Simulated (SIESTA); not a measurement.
CdO (Monteponite):

```xyz
2
Lattice="0.0000 2.3495 2.3495 2.3495 0.0000 2.3495 2.3495 2.3495 0.0000" Properties=species:S:1:pos:R:3 pbc="T T T"
Cd    0.0000    0.0000    0.0000
O     2.3495    2.3495    2.3495
```

Program: SIESTA 5.4.2. Alike in all runs: task band structure; cell as given; smearing fermi-dirac 0.05 eV; grid cutoff 800 Ry; energy shift 0.002 Ry.

**Question.** Order these runs on this cell by their pressure, lowest first.
A. level LDA; potentials or basis PseudoDojo 0.4 standard (PBE files, fully relativistic), TZP (energy shift 0.002 Ry); spin non-collinear, zero start, SOC; k mesh 8 × 8 × 8
B. level BLYP; potentials or basis PseudoDojo 0.4 standard (PBE files), DZP (energy shift 0.002 Ry); spin off; k mesh 10 × 10 × 10
C. level PBEGcGxLO; potentials or basis PseudoDojo 0.4 standard (PBE files), DZP (energy shift 0.002 Ry); spin off; k mesh 10 × 10 × 10

**Answer.** A (-6.1 GPa), C (-0.5 GPa), B (12.8 GPa).

Caveats: semicore shells carry a single zeta, which can move pressures by several GPa and volumes by a few percent; the potentials were made for another functional, which shifts forces and pressure; the basis of atomic orbitals isn't converged, which shifts pressures, moduli and gaps.

Runs at the PBE level aren't shown here.
